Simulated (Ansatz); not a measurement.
## AlRu: a fit and a missing row

AlRu, Pm-3m, a = 2.983 Å. The structure is a COD entry; whether it is the stable form wasn't checked. Ansatz: r2SCAN, PAW, 500 eV, Γ-centred 14×14×14 mesh on 2 atoms, Gaussian smearing 0.10 eV; no spin polarisation. Symmetry fixes shape and atoms, so the cell is only scaled; pressure is positive in compression.

| V (Å³/atom) | P (GPa) |
| --- | --- |
| 11.675 | 37.16 |
| 12.073 | 25.50 |
| 12.471 | 15.60 |
| 12.869 | 7.17 |
| 13.267 | -0.01 |
| 13.665 | -6.12 |
| 14.063 | ? |
| 14.593 | -17.07 |

Task: Take V0 = 13.267 Å³/atom, count pressures from its P0 = -0.01 GPa, fit the third-order Birch–Murnaghan form to the other rows, and predict the missing pressure.

Result: With the Eulerian strain f = ½[(V0/V)^(2/3) − 1] and y = (P − P0)/[3f(1 + 2f)^(5/2)], the form is the line y = B0 + 1.5 B0 (B0′ − 4) f. Rows (f, y): 0.04448, 225.1; 0.03245, 223.9; 0.02106, 222.9; 0.01026, 221.7; -0.00976, 219.2; -0.03077, 216.6. Means f = 0.01129, y = 221.57; Σ(Δf)² = 0.003858, ΣΔfΔy = 0.4383; the slope is their ratio. y = 220.3 + 113.6 f GPa, so B0 = 220.3 GPa and B0′ = 4 + 2 × (113.6)/(3 × 220.3) = 4.34. At V = 14.063, f = -0.01905, y = 218.14 and P = -11.32 GPa. The run gave -11.32 GPa, the same to the digits shown.